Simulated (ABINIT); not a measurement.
An input for ABINIT 10.8.3 (ZnSe (Stilleite)):

```
acell 3*1.0 Angstrom
rprim 
  -0.000000000000 2.833800000000 2.833800000000
  2.833800000000 -0.000000000000 2.833800000000
  2.833800000000 2.833800000000 0.000000000000
ntypat 2
znucl 30 34
natom 2
typat 1 2
xred 
  0.000000000000 0.000000000000 0.000000000000
  0.250000000000 0.250000000000 0.250000000000
pp_dirpath "pseudos"
pseudos "Zn.upf, Se.upf"
ecut 48
ngkpt 6 6 6
nshiftk 1
shiftk 0 0 0
kptopt 1
chksymbreak 0
nband 27
occopt 1
tolvrs 1e-10
nstep 60
prtwf 0
indata_prefix "in"
outdata_prefix "out"
tmpdata_prefix "tmp"
```

```sh
OMP_NUM_THREADS=1 mpirun -n 4 abinit run.abi > log
```

Question: How long will it take on 4 MPI ranks of Arm Neoverse V1, shared host, and how much memory?

It took 28 s; on shared hardware allow 14 s to 56 s. Peak host memory was 0.36 GiB.

[Paths, hosts, dates, memory and timing lines, banners, echoed tables and standing remarks are left out of the program output.]

[Logs are printed without paths, hosts, clocks, repeated set-up lines and the standing remarks that a program may print on its own settings, such as how far it seeks lower states.]

[Runs of the session that timed out or met a known fault of the program may be left out.]

[Hosts, paths, dates, database ids (printed as entryN), source tags and the programs' standing remarks are cut or masked in the printed files.]

[G0W0 gaps are taken among the corrected bands and points alone; a level outside them can change the order at an edge.]

[Where Ansatz stands beside ABINIT at settings called matched, ABINIT's density can come from a denser mesh and the files from another edition; pairs whose starting gaps differed by over 0.03 eV were left out, so agreement reads better than it is.]
